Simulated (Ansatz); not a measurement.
# CuO (P1) in Ansatz: further runs, part 3 of 3

Ansatz 0.2.0. The steps go on from the part before.

### Step 7. Band structure, PBE+U

Input file input.yaml:

```yaml
crystal:
  lattice:
    - [2.30557528, -1.72961264, 0.07280659]
    - [2.31575566, 1.7435441, 0.04814864]
    - [-0.70809278, -0.03896755, 5.12906913]
  atoms:
    - { symbol: Cu, position: [0.01425322, 0.47964541, 0.06043223] }
    - { symbol: Cu, position: [0.47087971, 0.15406821, 0.47412017] }
    - { symbol: O, position: [0.56926815, 0.29603286, 0.26394272] }
    - { symbol: O, position: [0.44559892, 0.57025351, 0.70150487] }
hamiltonian:
  xc: pbe
  pseudopotentials: { kind: paw }
  hubbard: { sites: [{ species: Cu, l: d, u_eff: 8.0 }] }
kpoints:
  mp_grid: { grid: [10, 10, 5] }
  band_path:
    path:
      - [[0.0, 0.0, 0.5], [0.0, 0.0, 0.0], [-0.5, 0.0, 0.0]]
      - [[-0.5, 0.0, 0.5], [0.0, 0.0, 0.0], [0.0, -0.5, 0.0]]
      - [[0.0, -0.5, 0.5], [0.0, 0.0, 0.0], [-0.5, -0.5, 0.0]]
      - [[-0.5, -0.5, 0.5], [0.0, 0.0, 0.0]]
    npoints: 14
scf:
  occupations: { method: fermi_dirac, width: 0.05 }
  n_extra_bands: 10
output:
  forces: true
  stress: true
  eigenvalues: true
  fatbands: false
```

Potentials or basis: Ansatz PAW.

Run with:

```console
ansatz run input.yaml --threads 2 --pin off --max-ram 5632MiB --backend cpu --events-out ev --progress --plain --runs-dir out
```

Log:

```text
Warning: RAYON_NUM_THREADS=2 ignored (pool sized by the plan → 2); use --threads N
Cu: projections on atomic orbitals take those of the free atom [Ne] 3s2 3p6 3d10 4s1, of charge +0.00 (hamiltonian.pseudopotentials.projection_atoms); the dataset's partial waves leave at most 2.0e-6 of an orbital's norm unspanned inside its sphere
O: projections on atomic orbitals take those of the free atom [He] 2s2 2p4, of charge +0.00 (hamiltonian.pseudopotentials.projection_atoms); the dataset's partial waves leave at most 1.9e-8 of an orbital's norm unspanned inside its sphere
scf.n_extra_bands = 10 over 25 filled bands (N_el = 50.0): the run solves 35 bands
Engine: ansatz 0.2.0, x86_64-unknown-linux-gnu
Pseudopotentials: kind: paw
Pseudopotential: Cu, paw, valence charge 19, recommended cutoff 420 eV (normal), Cu.paw.azcp
Pseudopotential: O, paw, valence charge 6, recommended cutoff 420 eV (normal), O.paw.azcp
Functional definition: PBE
  parameter kappa = 0.804
  parameter beta = 0.06672455060314922
  exchange = pbe_x(kappa = kappa, mu = beta*pi^2/3)
  correlation = pbe_c(beta = beta)
Crystal: 4 atoms, lattice volume = 41.309 Å³
Basis set: ecut = 420 eV, 817 PW (Γ), exchange–correlation on 40×40×72 points (8 copies of the dense FFT grid, shifted against one another)
Bands: 35, of which v1, the nominal top of the filled ones, is band 25 counted from 1 (24 counted from 0)
Symmetry: 1 space group operations
Space group: P1 (ITA 1), of the structure as read, at distance tolerance 3.5e-5 Å
k-points: 252 of 500 (time reversal used)
Non-local potential: Cu, projectors of the file, l = 0: 3, l = 1: 2, l = 2: 3, l = 3: 1
Non-local potential: O, projectors of the file, l = 0: 2, l = 1: 2, l = 2: 1
PAW form: soft (Blöchl's): semilocal exchange-correlation on the pseudo side does not see the compensation charge
PAW one-centre angular grid: Cu, 590 points (default); XC on 64 Gauss nodes
PAW one-centre angular grid: O, 110 points (default); XC on 64 Gauss nodes
Initial density: superposition of atomic densities (chi_scale 0.1, normalization cell, long waves of neutral atoms under a Hubbard term (reshape's long-wave potential 0.16 eV rms, cloud 1.98 Å wide))
Initial wavefunctions: pseudopotential atomic-orbital guess
[... 15 lines left out ...]
SCF iter  13: F=-14369.254569 eV  HF=-14369.254569 eV  |F-HF|=4.07e-8  |Δ(HF+E_count)|=   9.73e-8  Δρ=1.50e-5  dr2=6.67e-8  ethr=2.00e-10  ⟨swp⟩=8.2  Hψ=43301  notcnv=0
SCF 1 converged in 13 iterations: F = -14369.254569 eV  dr2 = 6.67e-8
NSCF: frozen V_eff on 102 k-points
SCF converged after 13 iterations
Free energy (F): -14369.254569 eV
Harris-Foulkes:  -14369.254569 eV  (|F-HF|=4.07e-8)
Internal energy: -14369.245604 eV  (E = F + TS)
E sigma→0 (E₀):  -14369.250087 eV
Entropy (-TS):   -0.008965 eV (-2.241 meV/atom)
Fermi energy:    11.414742 eV
--- Per-component energies (eV) ---
  E_band       = -952.188090
  E_kinetic    = 959.431289
  E_local      = -10582.923634  (includes V_loc(G=0)·N_el)
  E_nonlocal   = 913.211008
  E_hartree    = 4626.811301
  E_xc         = -325.061888
  E_vxc        = -417.382744  (∫ρ·V_xc dr)
  E_hubbard    = 2.981854  (on-site DFT+U / exact-exchange correction)
  E_vhub       = -70.329405  (the Hubbard potential's part of the band-sum identity)
  E_paw        = -3661.325586  (= ΣΔE_a)
  E_vpaw       = -1007.812562  (= ΣTr[D̂ρ^β])
  E_aug_tail   = 0.005479  (compensation charges beyond the density's cutoff)
  E_ewald      = -6302.375426
  E_smearing   = -0.008965  (= −TS)
  E_closure    = -0.000000  (closes the sum)
  Σ components = -14369.254569   (vs F -14369.254569, Δ=0.00e0)
--- Forces (eV/Å), atoms counted from 1 ---
  atom   1  Cu     0.14877327     1.60803787    -3.56089845
  atom   2  Cu   -27.54709889    -7.42404510    32.27558656
  atom   3  O     23.60601246     2.12521193   -34.11699468
  atom   4  O      3.79246552     3.69087445     5.40220435
  max |Σ_I F_I| component: 1.52e-4 eV/Å
--- Stress (GPa, compression-positive) ---
       94.549124       7.861175     -80.763671
        7.861175      30.816917      -1.839228
      -80.763671      -1.839223     179.859132
  P = ⅓ Tr σ = 101.7417 GPa (1017.417 kbar)
--- Band table (eV; the first three rows and the last of 252) ---
  k-point 0: bands = ["-102.5678", "-98.5120", "-61.1564", "-59.8787", "-59.0920", "-56.0077", "-55.9441", "-55.9023", "-10.4597", "-7.1415", "0.6676", "1.1798", "1.4729", "3.5612", "4.0139", "5.1465", "6.1077", "6.4625", "7.2592", "7.3407", "7.8495", "9.2471", "9.5997", "11.0579", "11.5481", "11.8675", "13.3846", "18.5630", "18.8978", "24.7882", "27.1168", "28.3856", "28.8421", "30.0588", "30.4874"]
  k-point 1: bands = ["-102.5676", "-98.5117", "-61.1564", "-59.8787", "-59.0920", "-56.0077", "-55.9441", "-55.9023", "-10.4470", "-7.1658", "0.6516", "1.1778", "1.4617", "3.5684", "4.0128", "5.3102", "6.1394", "6.4304", "7.2644", "7.3309", "7.8618", "9.1017", "9.7577", "10.8914", "11.4874", "11.6742", "13.8541", "17.1530", "20.5143", "24.6610", "26.9358", "27.4897", "28.8480", "30.0671", "30.4777"]
  k-point 2: bands = ["-102.5672", "-98.5113", "-61.1564", "-59.8787", "-59.0920", "-56.0077", "-55.9441", "-55.9023", "-10.4256", "-7.2051", "0.6261", "1.1752", "1.4426", "3.5788", "4.0111", "5.6105", "6.1690", "6.4006", "7.2623", "7.3368", "7.8963", "8.7818", "10.0527", "10.6587", "11.2377", "11.6376", "14.6113", "15.9806", "22.2062", "24.4041", "25.5386", "27.4887", "28.5009", "30.0800", "30.2802"]
  k-point 251: bands = ["-102.5663", "-98.5099", "-61.1595", "-59.8884", "-59.1011", "-56.0195", "-55.9549", "-55.9037", "-9.9956", "-6.6101", "0.7065", "1.0571", "2.0499", "3.1116", "4.2000", "5.5328", "6.2452", "6.5274", "7.2246", "7.7156", "7.9209", "8.5608", "8.8032", "9.4702", "10.1486", "12.0347", "16.8884", "18.2654", "20.0567", "21.1723", "22.5659", "25.1378", "25.8543", "27.5148", "29.3028"]
Occupation matrices written to <dir>
```

Run time: 40 s. Hardware: 2 threads of Intel Xeon Platinum 8259CL at 2.50GHz (Skylake/Cascade Lake), shared host; peak memory 0.73 GiB.

What came out:

- Free energy: -14369.2546 eV
- Pressure: 101.7 GPa
- Largest force: 43.078 eV/Å
- Band gap on the k mesh: none (metal or under the smearing width)

Forces in eV/Å, atoms in the order of the input:
```
Cu    0.149   1.608  -3.561
Cu  -27.547  -7.424  32.276
O    23.606   2.125 -34.117
O     3.792   3.691   5.402
```

Stress tensor (GPa, compression positive):
```
 94.55   7.86 -80.76
  7.86  30.82  -1.84
-80.76  -1.84 179.86
```

Levels at the corners of the path, in eV from the Fermi level:
```
point  band 21  band 22  band 23  band 24  band 25  band 26  band 27  band 28  band 29  band 30
    X    -3.51    -2.70    -1.32    -0.75    -0.26     0.23     3.39     4.32    11.18    12.89
    Γ    -3.57    -2.17    -1.82    -0.36     0.13     0.45     1.97     7.15     7.48    13.37
    Y    -3.64    -3.01    -2.65    -1.88    -0.04     0.79     5.06     6.48     7.03    10.76
    L    -3.79    -2.75    -2.45    -1.18    -0.79     0.27     5.75     6.41     7.67     9.01
    Γ    -3.57    -2.17    -1.82    -0.36     0.13     0.45     1.97     7.15     7.48    13.37
    Z    -3.87    -3.20    -2.43    -1.23    -0.14     0.53     5.60     6.50     7.63    10.09
    N    -3.57    -3.15    -2.62    -1.03    -0.37     0.73     5.25     6.42     7.93     8.93
    Γ    -3.57    -2.17    -1.82    -0.36     0.13     0.45     1.97     7.15     7.48    13.37
    M    -3.56    -3.21    -2.57    -1.94    -1.63     1.18     4.75     7.60     8.73    10.07
    R    -3.46    -2.86    -2.61    -1.90    -1.24     0.55     5.61     6.68     8.71     9.71
    Γ    -3.57    -2.17    -1.82    -0.36     0.13     0.45     1.97     7.15     7.48    13.37
```

Eigenvalues of the final occupation matrices:
| site | spin | trace | eigenvalues |
| --- | --- | --- | --- |
| site 1 | 1 | 4.91 | 0.96 0.98 0.99 0.99 1.00 |
| site 2 | 1 | 4.63 | 0.71 0.95 0.98 0.99 1.00 |

Caveat: the cell as given lies far from equilibrium; the pressure holds a Pulay correction of +0.9 GPa for the finite cutoff; the run has no spin polarisation, though such a crystal can be magnetic; U without spin polarisation on a metal has little footing; forces of over 1 eV/Å show positions far from the minimum, so gaps and moduli don't describe the material at rest.

### Step 8. Overview

| U | gap on the mesh (eV) | pressure (GPa) | largest force (eV/Å) |
| --- | --- | --- | --- |
| Cu d U = 2 eV | none | 98.1 | 42.31 |
| Cu d U = 3 eV | none | 98.6 | 42.45 |
| Cu d U = 4 eV | none | 99.2 | 42.59 |
| Cu d U = 5 eV | none | 99.8 | 42.72 |
| Cu d U = 6 eV | none | 100.4 | 42.84 |
| Cu d U = 8 eV | none | 101.7 | 43.08 |

Alike in all rows: task band structure; level PBE+U; potentials or basis Ansatz PAW; no spin polarisation; cell all atoms moved at random, sigma 0.25 Å a component, cell strained at random, sigma 0.03; k mesh 10 × 10 × 5; cutoff (eV) 420; smearing fermi-dirac 0.05 eV.

Caveats: the cell as given lies far from equilibrium; the run has no spin polarisation, though such a crystal can be magnetic; U without spin polarisation on a metal has little footing; forces of over 1 eV/Å show positions far from the minimum, so gaps and moduli don't describe the material at rest.

Absolute energies hang on the potentials; compare differences alone.
